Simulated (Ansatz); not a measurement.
Na2S, space group Fm-3m, a convergence test of the k-point mesh

Program: Ansatz 0.2.0 through its Python package.

Contents of `na2s.xyz`:
```text
3
Lattice="0.0 3.2735 3.2735 3.2735 0.0 3.2735 3.2735 3.2735 0.0" Properties=species:S:1:pos:R:3 pbc="T T T"
Na    1.63675000    1.63675000    1.63675000
Na    4.91025000    4.91025000    4.91025000
S     0.00000000    0.00000000    0.00000000
```

At the Python prompt:
```pycon
>>> import warnings
>>> import ansatz
>>> warnings.simplefilter("ignore", ansatz.DeckWarning)
>>> system = ansatz.Crystal.from_extxyz("na2s.xyz")
>>> [site.symbol for site in system.resolved().sites]
['Na', 'Na', 'S']
>>> calc = (
...     system.calculation()
...     .functional("pbesol")
...     .occupations("fixed")  # whole-number filling, right only where there is a gap
...     .stress()  # GPa
... )
>>> rows = []
>>> for value in [(2, 2, 2), (4, 4, 4), (6, 6, 6), (8, 8, 8)]:
...     r = calc.kpoints(mesh=value).run(threads=1, backend="cpu").report
...     rows.append((value, r["free_energy_ev"] / len(r["lattice"]["sites"]), r["n_iterations"], sum(r["stress_gpa"][i][i] for i in range(3)) / 3, r["n_kpoints"]))
...
>>> print("        mesh   F/atom (eV)    iterations       P (GPa)      k-points")
        mesh   F/atom (eV)    iterations       P (GPa)      k-points
>>> for row in rows:
...     print(f"{str(row[0]):>12s}  {row[1]:12.5f}  {row[2]:12d}  {row[3]:12.3f}  {row[4]:12d}")
...
   (2, 2, 2)   -1279.83825             6         0.203             3
   (4, 4, 4)   -1279.94637             6        -0.576             8
   (6, 6, 6)   -1279.94769             6        -0.586            16
   (8, 8, 8)   -1279.94773             6        -0.586            29
>>> # differences from the last row
>>> for row in rows[:-1]:
...     shift = 1000 * (row[1] - rows[-1][1])
...     print(f"{row[0]}: {shift:+.2f} meV/atom" + ("  (within 2 meV)" if abs(shift) < 2 else ""))
...
(2, 2, 2): +109.48 meV/atom
(4, 4, 4): +1.36 meV/atom  (within 2 meV)
(6, 6, 6): +0.04 meV/atom  (within 2 meV)
```

From 4×4×4 on it stays within 2 meV an atom of the value at 8×8×8; the first row (2×2×2) is off by 109.5 meV and the last but one by 0.04 meV. The pressure moves from 0.20 to -0.59 GPa.

Caveats:
- Pressure is positive in compression.
- The structure is a deposited one; some such entries were measured under pressure or heat, so a shift against it needn't be the functional's error alone.
- Shifts are counted from the finest mesh, which is itself no proven limit.
- Hardware and time: 3.4 s on 1 thread of Arm Neoverse V2, on a shared host, peak memory 0.36 GiB.
